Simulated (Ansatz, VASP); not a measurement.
**BAs in VASP and in Ansatz**

```
B As
1.0
    -3.18589    3.18589    3.18589
     3.18589   -3.18589    3.18589
     3.18589    3.18589   -3.18589
B As
4 4
Cartesian
  1.0106 1.0106 1.0106
  2.1753 2.1753 -2.1753
  2.1753 -2.1753 2.1753
  -2.1753 2.1753 2.1753
  2.1753 2.1753 2.1753
  1.0106 1.0106 -1.0106
  1.0106 -1.0106 1.0106
  -1.0106 1.0106 1.0106
```

Alike in both runs: task relaxation of cell and atoms; functional PBE; k mesh 4 × 4 × 4; occupations gaussian, width 0.1 eV; no spin polarisation.

|  | VASP | Ansatz |
| --- | --- | --- |
| version | VASP 6.6.1 | Ansatz 0.2.0 |
| potentials or method | VASP PAW PBE potentials, release 64 (B, As) | scalar-relativistic, plane waves, PAW |
| plane-wave cutoff (eV) | 600 | 420 |
| valence electrons in the cell | 32 | 72 |

```csv
,VASP,Ansatz,Ansatz less VASP
"gap on the k mesh at the Fermi level, each at its own relaxed structure (eV)",1.08,1.08,-0.001
relaxed volume (Å³/atom),18.01,17.91,-0.094
relaxed cell length with the largest relative difference (Å),5.720,5.710,-0.0100
energy change over the relaxation (meV/atom),-117,-110,+7.6
```

The two sets of potentials don't hold the same shells in valence.

A k mesh can miss the band edges.
